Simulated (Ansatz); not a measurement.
Crystal: NiO.

```
Ni O
1.0
     0.00000    2.24063    2.24063
     2.24063    0.00000    2.24063
     2.24063    2.24063    0.00000
Ni O
1 1
Direct
  0.00000 0.00000 0.00000
  0.75000 0.75000 0.75000
```

The cell was built by a generator and needn't be a form met in nature.

```yaml
Program: Ansatz 0.2.0
Task: relaxation of cell and atoms
Functional: PBE0
Potentials_or_basis: Ansatz PAW
Cutoff: "420 eV (not typed: the program's choice for these potentials)"
k_mesh: 5 × 5 × 5
Occupations: fermi-dirac, width 0.05 eV
Spin: collinear spin, ferromagnetic start
Starting_moments: "[1.0, 0.0] μB"
```

At the start: volume 11.25 Å³/atom.

**Question.** Where does the relaxation end?

**Answer.** It ends after 7 steps and the volume is 10.97 Å³/atom (-2.5 %); space group F-43m (No. 216, to 0.05 Å); moment 2.00 μB per cell.

The path:
```tsv
step	energy change (eV)	largest force (eV/Å)	volume (Å³)
1	0.0000	0.0000	22.50
2	-0.0067	0.0000	22.22
3	-0.0098	0.0000	21.93
4	-0.0097	0.0000	21.94
5	-0.0072	0.0000	21.94
6	-0.0073	0.0000	21.93
7	-0.0073	0.0000	21.93
```

Final structure:
```
Ni O
1.0
     0.00000    2.22171    2.22171
     2.22171    0.00000    2.22171
     2.22171    2.22171    0.00000
Ni O
1 1
Direct
  0.00000 0.00000 0.00000
  0.75000 0.75000 0.75000
```

Caveat: the k mesh is coarse (spacing up to 0.49 Å⁻¹), so the values aren't converged, least of all with exact exchange; the magnetic or orbital state may not be the lowest; the plane-wave basis is chosen anew once the cell has moved, so the energies of steps on either side of that aren't comparable; the pressure holds a Pulay correction of +0.7 GPa for the finite cutoff; a cell with one magnetic atom can't hold antiferromagnetic order, which such compounds often take; the PAW data sets come from PBE, with cores solved anew for the run's functional, which leaves a small shift of forces and pressure.
